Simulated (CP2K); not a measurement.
# HgTe (I-4m2) in CP2K: convergence with rel cutoff ry

Aim: find how far rel cutoff ry must go before the results for HgTe settle, at PBE. This setting moves, with any that are tied to it; all else stays.

Program: CP2K 2026.2. These are calculated values, not measurements. Logs are shortened: lines on timing, memory, paths and dates and some standing lists are left out, and cuts for length are marked.

## Step 1: Starting point

The structure is tetragonal, space group I-4m2 (No. 119). Conventional cell: a = 6.091 Å, b = 6.091 Å, c = 3.119 Å, α = 90.00°, β = 90.00°, γ = 90.00°. Hg (site symmetry -4m2) has 2 Hg at 3.12 Å and 4 Te at 3.14 Å as nearest neighbours. Te (site symmetry -4m2) is surrounded by 2 Te at 3.12 Å and 4 Hg at 3.14 Å.

Measurements of this composition are mostly on another form, of space group No. 216.

## Step 2: With rel cutoff ry 20

The input, hgte_converge.inp:

```
&GLOBAL
  PROJECT hgte_converge
  RUN_TYPE ENERGY_FORCE
  PRINT_LEVEL LOW
&END GLOBAL
&FORCE_EVAL
  METHOD QS
  STRESS_TENSOR ANALYTICAL
  &DFT
    BASIS_SET_FILE_NAME BASIS_MOLOPT_UZH
    POTENTIAL_FILE_NAME POTENTIAL_UZH
    &MGRID
      CUTOFF 450
      REL_CUTOFF 20
      NGRIDS 5
    &END MGRID
    &QS
      METHOD GPW
      EPS_DEFAULT 1.0E-10
    &END QS
    &KPOINTS
      SCHEME MONKHORST-PACK 7 7 7
      GAMMA_CENTERED T
      SYMMETRY T
      SYMMETRY_BACKEND SPGLIB
    &END KPOINTS
    &SCF
      SCF_GUESS ATOMIC
      EPS_SCF 1.0E-6
      MAX_SCF 100
      ADDED_MOS 10
      CHOLESKY OFF
      EPS_EIGVAL 1.0E-7
      &DIAGONALIZATION ON
        ALGORITHM STANDARD
      &END DIAGONALIZATION
      &MIXING ON
        METHOD BROYDEN_MIXING
        ALPHA 0.4
        BETA 1.5
        NBUFFER 8
      &END MIXING
      &SMEAR ON
        METHOD FERMI_DIRAC
        ELECTRONIC_TEMPERATURE [K] 580.226
      &END SMEAR
    &END SCF
    &XC
      &XC_FUNCTIONAL PBE
      &END XC_FUNCTIONAL
    &END XC
    &PRINT
      &KPOINTS ON
      &END KPOINTS
      &MULLIKEN ON
      &END MULLIKEN
      &MO ON
        ENERGIES T
        OCCUPATION_NUMBERS T
        &EACH
          QS_SCF 0
        &END EACH
        ADD_LAST NUMERIC
      &END MO
    &END PRINT
  &END DFT
  &SUBSYS
    &CELL
      A 4.5807373659 0.0000000000 0.0000000000
      B -3.5190045688 2.9325350228 0.0000000000
      C -0.5308663985 -1.4662675114 4.3071330682
      PERIODIC XYZ
    &END CELL
    &COORD
      Hg  2.2903686830 0.0000000000 2.1535665341
      Te  0.0000000000 0.0000000000 0.0000000000
    &END COORD
    &KIND Hg
      BASIS_SET TZVP-MOLOPT-PBE-GTH-q12
      POTENTIAL GTH-PBE-q12
    &END KIND
    &KIND Te
      BASIS_SET TZVP-MOLOPT-PBE-GTH-q6
      POTENTIAL GTH-PBE-q6
    &END KIND
    &PRINT
      &ATOMIC_COORDINATES ON
      &END ATOMIC_COORDINATES
      &CELL ON
      &END CELL
    &END PRINT
  &END SUBSYS
  &PRINT
    &FORCES ON
    &END FORCES
    &STRESS_TENSOR ON
    &END STRESS_TENSOR
  &END PRINT
&END FORCE_EVAL
```

Potentials or basis: POTENTIAL_UZH Hg GTH-PBE-q12, Te GTH-PBE-q6; TZVP-MOLOPT-PBE-GTH basis.

Run with:

```console
OMP_NUM_THREADS=1 cp2k.psmp -i hgte_converge.inp -o hgte_converge.out
```

Wall time 20 s (1 thread of Arm Neoverse V2, shared host); peak memory 0.33 GiB.

What came out:

| Quantity | Value |
| --- | --- |
| Free energy | -1340.7478 eV |
| Pressure | 1.2 GPa |
| Band gap on the k mesh | none (metal or under the smearing width) |
| Mulliken charges | Hg +0.21; Te -0.21 e |

## Step 3: With rel cutoff ry 30

hgte_converge.inp, as its differences from that of step 2:

```diff
@@ -13,3 +13,3 @@
       CUTOFF 450
-      REL_CUTOFF 20
+      REL_CUTOFF 30
       NGRIDS 5
```

Potentials or basis: POTENTIAL_UZH Hg GTH-PBE-q12, Te GTH-PBE-q6; TZVP-MOLOPT-PBE-GTH basis.

Run with:

```console
OMP_NUM_THREADS=1 cp2k.psmp -i hgte_converge.inp -o hgte_converge.out
```

Run time: 19 s. Hardware: 1 thread of Arm Neoverse V2, shared host; peak memory 0.33 GiB.

What came out:

```
Free energy            : -1340.7114 eV
Pressure               : 0.6 GPa
Band gap on the k mesh : none (metal or under the smearing width)
Mulliken charges       : Hg +0.20; Te -0.20 e
```

## Step 4: With rel cutoff ry 40

hgte_converge.inp, as its differences from that of step 3:

```diff
@@ -13,3 +13,3 @@
       CUTOFF 450
-      REL_CUTOFF 30
+      REL_CUTOFF 40
       NGRIDS 5
```

Run with:

```console
OMP_NUM_THREADS=1 cp2k.psmp -i hgte_converge.inp -o hgte_converge.out
```

Run time: 21 s. Hardware: 1 thread of Arm Neoverse V2, shared host; peak memory 0.33 GiB.

What came out:

- Free energy: -1340.7111 eV
- Pressure: 0.5 GPa
- Band gap on the k mesh: none (metal or under the smearing width)
- Mulliken charges: Hg +0.20; Te -0.20 e

## Step 5: With rel cutoff ry 50

hgte_converge.inp, as its differences from that of step 4:

```diff
@@ -13,3 +13,3 @@
       CUTOFF 450
-      REL_CUTOFF 40
+      REL_CUTOFF 50
       NGRIDS 5
```

Run with:

```console
OMP_NUM_THREADS=1 cp2k.psmp -i hgte_converge.inp -o hgte_converge.out
```

Run time: 24 s. Hardware: 1 thread of Arm Neoverse V2, shared host; peak memory 0.33 GiB.

Results:

```yaml
Free_energy: -1340.7111 eV
Pressure: 0.5 GPa
Band_gap_on_the_k_mesh: none (metal or under the smearing width)
Mulliken_charges: Hg +0.20; Te -0.20 e
```

## Step 6: With rel cutoff ry 60

hgte_converge.inp, as its differences from that of step 5:

```diff
@@ -13,3 +13,3 @@
       CUTOFF 450
-      REL_CUTOFF 50
+      REL_CUTOFF 60
       NGRIDS 5
```

Potentials or basis: POTENTIAL_UZH Hg GTH-PBE-q12, Te GTH-PBE-q6; TZVP-MOLOPT-PBE-GTH basis.

Run with:

```console
OMP_NUM_THREADS=1 cp2k.psmp -i hgte_converge.inp -o hgte_converge.out
```

Run time: 25 s. Hardware: 1 thread of Arm Neoverse V2, shared host; peak memory 0.33 GiB.

It converged, with:

| Property | Result |
| --- | --- |
| Free energy | -1340.7111 eV |
| Pressure | 0.5 GPa |
| Band gap on the k mesh | none (metal or under the smearing width) |
| Mulliken charges | Hg +0.20; Te -0.20 e |

## Step 7: With rel cutoff ry 80

hgte_converge.inp, as its differences from that of step 6:

```diff
@@ -13,3 +13,3 @@
       CUTOFF 450
-      REL_CUTOFF 60
+      REL_CUTOFF 80
       NGRIDS 5
```

Run with:

```console
OMP_NUM_THREADS=1 cp2k.psmp -i hgte_converge.inp -o hgte_converge.out
```

Wall time 28 s (1 thread of Arm Neoverse V2, shared host); peak memory 0.33 GiB.

Results (log left out):

```yaml
Free_energy: -1340.7111 eV
Pressure: 0.5 GPa
Band_gap_on_the_k_mesh: none (metal or under the smearing width)
Mulliken_charges: Hg +0.20; Te -0.20 e
```

## Step 8: With rel cutoff ry 100

hgte_converge.inp, as its differences from that of step 7:

```diff
@@ -13,3 +13,3 @@
       CUTOFF 450
-      REL_CUTOFF 80
+      REL_CUTOFF 100
       NGRIDS 5
```

Potentials or basis: POTENTIAL_UZH Hg GTH-PBE-q12, Te GTH-PBE-q6; TZVP-MOLOPT-PBE-GTH basis.

Run with:

```console
OMP_NUM_THREADS=1 cp2k.psmp -i hgte_converge.inp -o hgte_converge.out
```

hgte_converge.out:

```text

 CP2K| version string:                                       CP2K version 2026.2
 CP2K| Input file name                                         hgte_converge.inp

 GLOBAL| Force Environment number                                              1
 GLOBAL| Basis set file name                                    BASIS_MOLOPT_UZH
 GLOBAL| Potential file name                                       POTENTIAL_UZH
 GLOBAL| MM Potential file name                                     MM_POTENTIAL
 GLOBAL| Coordinate file name                                      __STD_INPUT__
 GLOBAL| Method name                                                        CP2K
 GLOBAL| Project name                                              hgte_converge
 GLOBAL| Run type                                                   ENERGY_FORCE
 GLOBAL| FFT library                                                       FFTW3
[... 8 lines left out ...]
 GLOBAL| CPU model name                                                  UNKNOWN

 CELL| Volume [angstrom^3]:                                            57.858463
 CELL| Vector a [angstrom]:       4.581     0.000     0.000   |a| =     4.580737
 CELL| Vector b [angstrom]:      -3.519     2.933     0.000   |b| =     4.580737
 CELL| Vector c [angstrom]:      -0.531    -1.466     4.307   |c| =     4.580737
 CELL| Angle (b,c), alpha [degree]:                                    96.655021
 CELL| Angle (a,c), beta  [degree]:                                    96.655021
 CELL| Angle (a,b), gamma [degree]:                                   140.194129
 CELL| Numerically orthorhombic:                                              NO
 CELL| Periodicity                                                           XYZ

 CELL_REF| Volume [angstrom^3]:                                        57.858463
 CELL_REF| Vector a [angstrom     4.581     0.000     0.000   |a| =     4.580737
 CELL_REF| Vector b [angstrom    -3.519     2.933     0.000   |b| =     4.580737
 CELL_REF| Vector c [angstrom    -0.531    -1.466     4.307   |c| =     4.580737
 CELL_REF| Angle (b,c), alpha [degree]:                                96.655021
 CELL_REF| Angle (a,c), beta  [degree]:                                96.655021
 CELL_REF| Angle (a,b), gamma [degree]:                               140.194129
 CELL_REF| Numerically orthorhombic:                                          NO
 CELL_REF| Periodicity                                                       XYZ
[... 9 lines left out ...]
 TOTAL NUMBERS AND MAXIMUM NUMBERS

  Total number of            - Atomic kinds:                                   2
                             - Atoms:                                          2
                             - Shell sets:                                     2
                             - Shells:                                        17
                             - Primitive Cartesian functions:                 10
                             - Cartesian basis functions:                     58
                             - Spherical basis functions:                     51

  Maximum angular momentum of- Orbital basis functions:                        3
                             - Local part of the GTH pseudopotential:          0
                             - Non-local part of the GTH pseudopotential:      4

 MODULE QUICKSTEP: ATOMIC COORDINATES IN ANGSTROM

[... 91 lines left out ...]

 SCF WAVEFUNCTION OPTIMIZATION

  Step     Update method      Time    Convergence         Total energy    Change
  ------------------------------------------------------------------------------
     1 NoMix/Diag. 0.40E+00    1.7     0.95666170       -49.3887932453 -4.94E+01
     2 Broy./Diag. 0.40E+00    2.1     0.03139519       -49.6138250453 -2.25E-01
     3 Broy./Diag. 0.40E+00    2.1     0.07672626       -49.4098952740  2.04E-01
     4 Broy./Diag. 0.40E+00    2.1     0.00904222       -49.2592320908  1.51E-01
     5 Broy./Diag. 0.40E+00    2.1     0.00201056       -49.2765148399 -1.73E-02
     6 Broy./Diag. 0.40E+00    2.1     0.00107302       -49.2784123638 -1.90E-03
     7 Broy./Diag. 0.40E+00    2.1     0.00039292       -49.2724804215  5.93E-03
     8 Broy./Diag. 0.40E+00    2.1     0.00045382       -49.2700935032  2.39E-03
     9 Broy./Diag. 0.40E+00    2.1     0.00003981       -49.2700539490  3.96E-05
    10 Broy./Diag. 0.40E+00    2.1     0.00002716       -49.2702146675 -1.61E-04
    11 Broy./Diag. 0.40E+00    2.1     0.00000650       -49.2702295243 -1.49E-05
    12 Broy./Diag. 0.40E+00    2.1     0.00000178       -49.2702305508 -1.03E-06
    13 Broy./Diag. 0.40E+00    2.1     0.00000083       -49.2702272754  3.28E-06

  *** SCF run converged in    13 steps ***

  Electronic density on regular grids:        -17.9999999995        0.0000000005
  Core density on regular grids:               17.9999999967       -0.0000000033
  Total charge density on r-space grids:       -0.0000000028
  Total charge density g-space grids:          -0.0000000028

  Overlap energy of the core charge distribution:               0.00000000001960
  Self energy of the core charge distribution:                -88.92489058408499
  Core Hamiltonian energy:                                     25.45349655975831
  Hartree energy:                                              21.94410111536377
  Exchange-correlation energy:                                 -7.74276831119290
  Electronic entropic energy:                                  -0.00016605499649
  Fermi energy:                                                 0.21077148208438

  Total energy:                                               -49.27022727540736
  Total energy (extrapolated to T->0):                        -49.27014424790912

 MO| EIGENVALUES AND OCCUPATION NUMBERS FOR K POINT 1
 MO|
 MO|  Index      Eigenvalue [a.u.]        Eigenvalue [eV]             Occupation
 MO|      1              -0.223549              -6.083079               2.000000
 MO|      2              -0.051431              -1.399517               2.000000
 MO|      3              -0.028167              -0.766467               2.000000
 MO|      4              -0.026706              -0.726715               2.000000
 MO|      5              -0.021701              -0.590528               2.000000
 MO|      6              -0.017222              -0.468625               2.000000
[... 340 lines left out ...]
 MO|     18               0.752408              20.474065               0.000000
 MO|     19               0.787104              21.418187               0.000000
 MO| Sum:                                                              18.013468
 MO| E(Fermi):            0.210771 a.u.          5.735384 eV

 [... the levels of further k-points ...]

 !-----------------------------------------------------------------------------!
                     Mulliken Population Analysis

 #  Atom  Element  Kind  Atomic population                           Net charge
       1     Hg       1         11.801494                              0.198506
       2     Te       2          6.198506                             -0.198506
 # Total charge                             18.000000                 -0.000000

 !-----------------------------------------------------------------------------!

 ENERGY| Total FORCE_EVAL ( QS ) energy [hartree]            -49.270227024208708

 FORCES| Atomic forces [hartree/bohr]
 FORCES|   Atom     x               y               z               |f|
 FORCES|      1 -6.89376879E-10 -3.03427551E-10  3.53126906E-09   3.61070214E-09
 FORCES|      2  6.89528355E-10  3.03536045E-10 -3.53125119E-09   3.61072270E-09
 FORCES| Sum     1.51476073E-13  1.08494556E-13  1.78718558E-14
 FORCES| Total atomic force                                       1.87177650E-13

 STRESS| Analytical stress tensor [bar]
 STRESS|                        x                   y                   z
 STRESS|      x        1.17797772313E+04  -9.29410399549E+03  -3.89479576733E-03
 STRESS|      y       -9.29410399549E+03  -1.05259185908E+04  -1.29573507872E-04
 STRESS|      z       -3.89479576733E-03  -1.29573507872E-04   1.51444130237E+04
 STRESS| 1/3 Trace                                             5.46609055477E+03
 STRESS| Determinant                                          -3.18598082940E+12

 STRESS| Eigenvectors and eigenvalues of the analytical stress tensor [bar]
 STRESS|                        1                   2                   3
 STRESS| Eigenvalues  -1.38908661600E+04   1.51444129818E+04   1.51447248425E+04
 STRESS|      x           0.340426857653      0.010909273706      0.940207712336
 STRESS|      y           0.940271000610     -0.003949775780     -0.340403943400
 STRESS|      z           0.000000049861      0.999932691244     -0.011602283460
```

It took 33 s on 1 thread of Arm Neoverse V2, shared host; peak memory 0.33 GiB.

What came out:

```
Free energy            : -1340.7111 eV
Pressure               : 0.5 GPa
Band gap on the k mesh : none (metal or under the smearing width)
Mulliken charges       : Hg +0.20; Te -0.20 e
```

## Step 9: The series at a glance

```tsv
rel cutoff ry	energy less the tightest run, at zero smearing (meV/atom)	pressure (GPa)	SCF cycles	CPU time (s)	peak memory (GiB)
20	-18.36	1.16	14	20	0.33
30	-0.19	0.56	13	19	0.33
40	0.00	0.55	13	21	0.33
50	0.00	0.55	13	24	0.33
60	0.00	0.55	13	25	0.33
80	0.00	0.55	13	28	0.33
100	0.00	0.55	13	33	0.33
```

Against the tightest run, the energy stays within 1 meV/atom from 30 on; the pressure stays within 0.1 GPa from 30 on. The tightest run that finished is the yardstick and may itself not be fully converged.

Caveats: the basis of atomic orbitals isn't converged, which shifts pressures, moduli and gaps.
